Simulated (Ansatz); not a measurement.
# SnS2 (Berndtite-2T): the cost of one run

Computed with Ansatz 0.2.0 (DFT, PBE, plane-wave PAW, default files, scalar-relativistic, frozen cores, as far as a step names no other, unless a step's input says otherwise).

## (1) Starting point

Symmetry: P-3m1, No. 164, trigonal system. Conventional cell: a = 3.605 Å, b = 3.605 Å, c = 5.460 Å, α = 90.00°, β = 90.00°, γ = 120.00°. Sn (site symmetry -3m) has 6 S at 2.55 Å as nearest neighbours. S (site symmetry 3m) is surrounded by 3 Sn at 2.55 Å.

Coordinates:

```xyz
3
Lattice="3.6050 0.0000 0.0000 -1.8025 3.1220 0.0000 0.0000 0.0000 5.4600" Properties=species:S:1:pos:R:3 pbc="T T T"
Sn    0.0000    0.0000    0.0000
S     1.8025    1.0407    3.9803
S     0.0000    2.0813    1.4797
```

The earlier run gave: gap on the mesh 0.97 eV, largest force 0.021 eV/Å, pressure 7.5 GPa.

The printed gradients, by site:

| site | atoms | first shell | V_zz (10²¹ V/m²) | η | C_Q (MHz) |
| --- | --- | --- | --- | --- | --- |
| Sn | 1 | 6 S at 2.55 Å | 0.99 | 0.00 | – |
| S | 2, 3 | 3 Sn at 2.55 Å | -3.42 | 0.00 | 5.74 (³³S) |

V_zz is the principal component of the electric field gradient with the largest magnitude, η = (V_xx − V_yy)/V_zz and C_Q = eQV_zz/h. Nuclear quadrupole moments: year-2017 set (Pyykkö). A dash under C_Q marks elements without a common quadrupolar isotope.

## (2) Z stretched by +2 %, ions relaxed

Contents of input.yaml:

```yaml
crystal:
  lattice:
    - [3.605, 0.0, 0.0]
    - [-1.8025, 3.1220215806, 0.0]
    - [0.0, 0.0, 5.5692]
  atoms:
    - { symbol: Sn, position: [0.0, 0.0, 0.0] }
    - { symbol: S, position: [0.6666666667, 0.3333333333, 0.728699389] }
    - { symbol: S, position: [0.3333333333, 0.6666666667, 0.271300611] }
kpoints:
  mp_grid: { grid: [14, 14, 8] }
scf:
  occupations: { method: fermi_dirac, width: 0.02 }
hamiltonian:
  xc: pbe
  pseudopotentials: { kind: paw, frozen_core: stored }
output:
  forces: true
  stress: true
  populations: true
  efg: { quadrupole_moments_barn: { Sn: -0.132, S: -0.0694 } }
relax:
  f_tol: 0.02
  max_steps: 60
```

Command:

```
ansatz run input.yaml --threads 1 --pin off --max-ram 3072MiB --backend cpu --events-out ev --progress --plain --runs-dir out
```

What time and memory should one allow on 1 thread of Intel Xeon at 2.50GHz (Skylake/Cascade Lake), shared host?

About 57 s, with a peak of 0.49 GiB.
